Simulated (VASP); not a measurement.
Wanted: the native input for a VASP 6.6.1 run.

- Task: relaxation of cell and atoms
- Functional: PBE
- Potentials or basis: VASP PAW PBE potentials, release 54 (C)
- Cutoff: 600 eV
- k mesh: 13 × 13 × 13
- Occupations: fermi-dirac, width 0.05 eV
- Spin: no spin polarisation
- Further INCAR settings: ALGO = Normal; EDIFF = 1e-06; IBRION = 2; EDIFFG = -0.02; NSW = 60; ISIF = 3

The structure of C lies in POSCAR:

```
C
1.0
    0.0000000000      1.7833700000      1.7833700000
    1.7833700000      0.0000000000      1.7833700000
    1.7833700000      1.7833700000      0.0000000000
C
2
Direct
    0.7500000000      0.7500000000      0.7500000000
    0.5000000000      0.5000000000      0.5000000000
```

This isn't the form of C at room conditions, which is graphite.

The input as run:

INCAR

```
SYSTEM = C
ALGO     = Normal         ! electronic algorithm
EDIFF    = 1E-6           ! SCF threshold, eV
EDIFFG   = -0.02          ! ionic threshold
ENCUT    = 600            ! plane-wave cutoff, eV
GGA      = PE             ! functional
IBRION   = 2              ! ionic algorithm
ISIF     = 3              ! what is computed and relaxed
ISMEAR   = -1             ! smearing method
LASPH    = .True.         ! aspherical terms in the spheres
LCHARG   = .False.        ! write CHGCAR
LREAL    = .False.        ! projectors in reciprocal space
LWAVE    = .False.        ! write WAVECAR
NELM     = 60             ! most SCF steps
NSW      = 60             ! ionic steps
PREC     = Accurate       ! precision mode
SIGMA    = 0.05           ! smearing width, eV
```

KPOINTS

```
k-points
0
Gamma
  13 13 13
  0 0 0
```

Potentials or basis: VASP PAW PBE potentials, release 54 (C).

The run is started by

```console
$ cat potpaw_PBE.54/C/POTCAR > POTCAR
$ mpirun -np 1 vasp_std > vasp.out
```

It gave:

* Relaxed volume: 5.70 Å³/atom
* Relaxed cell: a = 2.526 Å, b = 2.526 Å, c = 2.526 Å, α = 60.00°, β = 60.00°, γ = 60.00°
* Space group after relaxing (to 0.05 Å): Fd-3m (No. 227)
* Energy gained by relaxing: 0.1 meV/atom
* Ionic steps: 3
* Pressure after relaxing: 0.0 GPa
* Band gap on the k mesh: 4.13 eV, indirect (least direct gap 5.58 eV)

Caveat: an odd mesh through Γ misses points on the zone boundary, where band edges often lie.

It took 6.9 s on 1 thread of Intel(R) Xeon(R) 6975P-C (Granite Rapids), with other jobs on the host, peak memory 0.11 GiB.
